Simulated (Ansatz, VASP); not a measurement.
Ge in VASP and in Ansatz

Contents of INCAR:

```
SYSTEM = Ge
ALGO     = Normal         ! electronic algorithm
EDIFF    = 1E-6           ! SCF threshold, eV
ENCUT    = 520            ! plane-wave cutoff, eV
GGA      = PE             ! functional
ISIF     = 2              ! what is computed and relaxed
ISMEAR   = -1             ! smearing method
LASPH    = .TRUE.         ! aspherical terms in the spheres
LCHARG   = .FALSE.        ! write CHGCAR
LREAL    = .FALSE.        ! projectors in reciprocal space
LWAVE    = .FALSE.        ! write WAVECAR
NBANDS   = 13             ! bands
NELM     = 60             ! most SCF steps
PREC     = Accurate       ! precision mode
SIGMA    = 0.1            ! smearing width, eV
```

File KPOINTS:

```
k-points
0
G
  17 17 15
  0 0 0
```

File POSCAR:

```
Ge
1.0
    2.2870646775      0.0000000000      0.0000000000
   -1.1435323388      1.9806561108      0.0000000000
    0.0000000000      0.0000000000      2.1402325657
Ge
1
Direct
    0.0000000000      0.0000000000      0.0000000000
```

Input for Ansatz:

```yaml
crystal:
  lattice:
    - [2.2870646775, 0.0, 0.0]
    - [-1.1435323388, 1.9806561108, 0.0]
    - [0.0, 0.0, 2.1402325657]
  atoms:
    - { symbol: Ge, position: [0.0, 0.0, 0.0] }
kpoints:
  mp_grid: { grid: [17, 17, 15] }
scf:
  occupations: { method: fermi_dirac, width: 0.1 }
hamiltonian:
  xc: pbe
  pseudopotentials: { kind: all_electron, lapw: { basis_error: 0.001 } }
output:
  forces: true
  stress: true
  eigenvalues: true
  populations: true
```

Change from the starting cell: volume scaled by 0.5, LAPW.

Alike in both runs: task single point; functional PBE; k mesh 17 × 17 × 15; occupations fermi-dirac, width 0.1 eV; no spin polarisation.

|  | VASP | Ansatz |
| --- | --- | --- |
| version | VASP 6.6.1 | Ansatz 0.2.0 |
| potentials or method | VASP PAW PBE potentials, release 64 (Ge_d) | all-electron LAPW, scalar-relativistic |
| plane-wave cutoff (eV) | 520 | see its input |

```csv
,VASP,Ansatz,Ansatz less VASP
pressure (GPa),227.9,226.8,-1.06
largest component of the traceless stress (GPa),0.14,0.21,+0.067
```

Ansatz ran all-electron here, so the differences hold the error of VASP's frozen core and of both bases.

Caveats: the cell as given lies far from equilibrium; so large a pressure means that the cell lies far from this level's equilibrium, or that cutoff or potentials fall short (VASP).
